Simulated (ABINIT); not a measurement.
The system is I.

```
CELL_PARAMETERS angstrom
0.00000 2.36560 3.90984
2.19225 0.00000 3.90984
2.19225 2.36560 0.00000
ATOMIC_POSITIONS crystal
I 0.00000 0.00000 0.00000
```

Base run:

| Property | Result |
| --- | --- |
| Program | ABINIT 10.8.3 (patched build) |
| Functional | PBE |
| Potentials or basis | PseudoDojo NC SR PBE v0.4.1 standard |
| Cutoff | 952 eV |
| k mesh | 9 × 9 × 9 |
| Occupations | fermi-dirac, width 0.05 eV |
| Spin | no spin polarisation |

Its results: pressure 0.5 GPa.

Q: After a change of settings the same cell gave: pressure -1.2 GPa. Which change was it?
A. functional from PBE to LDA; potentials or basis from PseudoDojo NC SR PBE v0.4.1 standard to PseudoDojo NC SR LDA v0.4.1 standard
B. potentials or basis from PseudoDojo NC SR PBE v0.4.1 standard to JTH PAW PBE v2.0; cutoff from 952 eV to 408 eV; k mesh from 9 × 9 × 9 to 4 × 4 × 4
C. functional from PBE to r2SCAN; potentials or basis from PseudoDojo NC SR PBE v0.4.1 standard to JTH PAW PBE v2.0; cutoff from 952 eV to 490 eV
D. functional from PBE to LDA-PZ; potentials or basis from PseudoDojo NC SR PBE v0.4.1 standard to JTH PAW LDA v2.0; cutoff from 952 eV to 408 eV

A: B.

Caveats: some runs use coarse meshes; an odd number of electrons without spin polarisation forces a metal (some runs); a magnetic or distorted state may lie lower (some runs).
